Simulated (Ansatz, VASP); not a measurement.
**Au: VASP beside Ansatz**

```
CELL_PARAMETERS angstrom
0.00000 2.05850 2.05850
2.05850 0.00000 2.05850
2.05850 2.05850 0.00000
ATOMIC_POSITIONS crystal
Au 0.00000 0.00000 0.00000
```

Alike in both runs: task single point; functional PBE; dispersion D3(BJ); k mesh 8 × 8 × 8; occupations gaussian, width 0.1 eV; no spin polarisation.

|  | VASP | Ansatz |
| --- | --- | --- |
| version | VASP 6.6.1 | Ansatz 0.2.0 |
| potentials or method | VASP PAW PBE potentials, release 64 (Au) | scalar-relativistic, plane waves, PAW |
| plane-wave cutoff (eV) | 520 | 420 |
| valence electrons in the cell | 11 | 19 |

VASP gave:

| Quantity | Value |
| --- | --- |
| gap on the k mesh at the Fermi level (eV) | none |
| pressure (GPa) | -1.1 |

Problem. Estimate Ansatz's values.

Solution. gap on the k mesh at the Fermi level (eV): none; pressure (GPa): -0.8.

A gap of «none» marks a metal or a gap that the smearing closes. The two sets of potentials don't hold the same shells in valence.

Caveats: pairwise dispersion overbinds metals, which lowers pressure and volume. Spin-orbit coupling is left out, which matters for the levels of Au.
